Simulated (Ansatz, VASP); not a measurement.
## Two plane-wave programs on Au

```xyz
1
Lattice="-1.6547 1.6547 1.6547 1.6547 -1.6547 1.6547 1.6547 1.6547 -1.6547" Properties=species:S:1:pos:R:3 pbc="T T T"
Au    0.0000    0.0000    0.0000
```

Alike in both runs: functional PBE; k mesh 18 × 18 × 18; occupations gaussian, width 0.1 eV; no spin polarisation.

Ansatz relaxed the structure, and its values are those at the end. VASP's run is a single point on that final structure, the one shown.

|  | VASP | Ansatz |
| --- | --- | --- |
| version | VASP 6.6.1 | Ansatz 0.2.0 |
| potentials or method | VASP PAW PBE potentials, release 64 (Au) | scalar-relativistic, plane waves, PAW |
| plane-wave cutoff (eV) | 520 | 420 |
| valence electrons in the cell | 11 | 19 |

```csv
,VASP,Ansatz,Ansatz less VASP
gap on the k mesh at the Fermi level (eV),none,none,-
pressure (GPa),-1.2,-1.0,+0.22
```

A gap of «none» marks a metal or a gap that the smearing closes. The two sets of potentials don't hold the same shells in valence.

Spin-orbit coupling is left out, which matters for the levels of Au.
